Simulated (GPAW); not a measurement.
## GaN: changing the volume of the cell

```cif
data_structure
_symmetry_space_group_name_H-M 'P6_3mc'
_symmetry_Int_Tables_number 186
_cell_length_a 3.1800
_cell_length_b 3.1800
_cell_length_c 5.1660
_cell_angle_alpha 90.000
_cell_angle_beta 90.000
_cell_angle_gamma 120.000
_cell_volume 45.24
loop_
_atom_site_label
_atom_site_type_symbol
_atom_site_symmetry_multiplicity
_atom_site_Wyckoff_symbol
_atom_site_fract_x
_atom_site_fract_y
_atom_site_fract_z
_atom_site_occupancy
Ga1 Ga 2 b 0.66667 0.33333 0.50000 1
N1 N 2 b 0.66667 0.33333 0.87500 1
```

Kept alike: task dielectric tensor; functional PBE; k mesh 8 × 8 × 4; occupations fermi-dirac, width 0.001 eV; no spin polarisation. Program: GPAW, GPAW PAW data sets (gpaw-data 1.2.1), cutoff 600 eV. The mesh is that of the run's cell of 4 atoms. No spin-orbit coupling.

| volume of cell, f (times the cell shown) | free energy over the lowest row (meV/atom) |
| --- | --- |
| 0.94 | 144.36 |
| 0.96 | 100.68 |
| 0.98 | 66.18 |
| 1 | 39.22 |
| 1.02 | 19.89 |
| 1.04 | 6.86 |
| 1.06 | 0.00 |

The cell shown is the unstrained one; x, y and z are its Cartesian axes; atoms keep their fractions.

Problem. What does the volume of the cell change here?

Solution. The free energy falls from 144.36 to 0.00 meV/atom between 0.94 and 1.06 times the cell shown.
